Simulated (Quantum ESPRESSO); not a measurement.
HfO2 under changes of volume

One of the cells (11.152 Å³/atom); the others are scaled copies at fixed shape and fractional positions:

```
CELL_PARAMETERS angstrom
0.00000 2.55750 2.55750
2.55750 0.00000 2.55750
2.55750 2.55750 0.00000
ATOMIC_POSITIONS crystal
Hf 0.00000 0.00000 0.00000
O 0.75000 0.75000 0.75000
O 0.25000 0.25000 0.25000
```

Measurements of this composition are mostly on another form, of space group No. 14.

```yaml
Program: Quantum ESPRESSO 7.5
Functional: LDA
Potentials_or_basis: PseudoDojo 0.4.1 SR LDA standard
Cutoff: 1143 eV
Density_cutoff: 4572 eV
k_mesh: 9 × 9 × 9
Occupations: fermi-dirac, width 0.05 eV
Spin: no spin polarisation
```

| volume (Å³/atom) | energy over the lowest point (meV/atom) | pressure (GPa) | gap on the mesh (eV) |
| --- | --- | --- | --- |
| 10.483 | 0.00 | -8.1 | 3.84 |
| 10.706 | 14.93 | -13.3 | 3.78 |
| 10.929 | ? | ? | ? |
| 11.152 | 64.52 | -22.1 | 3.67 |
| 11.375 | 97.77 | -25.7 | 3.61 |
| 11.598 | 135.84 | -29.0 | 3.56 |
| 11.821 | 178.19 | -31.9 | 3.51 |

Question: What does the run at 10.929 Å³/atom give?

Answer: Energy over the lowest point 36.69 meV/atom; pressure -17.9 GPa; gap on the mesh 3.73 eV.

Worked out: A Birch-Murnaghan fit of order 3 (a polynomial in V^(-2/3)) to the other rows has its minimum at 10.18 Å³/atom, just outside them, with B0 = V·E''(V) = 294 GPa and B' = 4.3. It gives 36.69 meV/atom at 10.929 Å³/atom, against the run's 36.69, and -dE/dV = -17.9 GPa, against -17.9. A straight line through the other rows of the gap, of slope -2.76 eV per unit of ln V, gives 3.72 eV, against the run's 3.73.

Energies are extrapolated to zero smearing.

Caveats: spin-orbit coupling is left out, which moves the levels of the heavy elements; an odd mesh through Γ misses points on the zone boundary, where band edges often lie; the cell as given lies far from equilibrium (some runs).
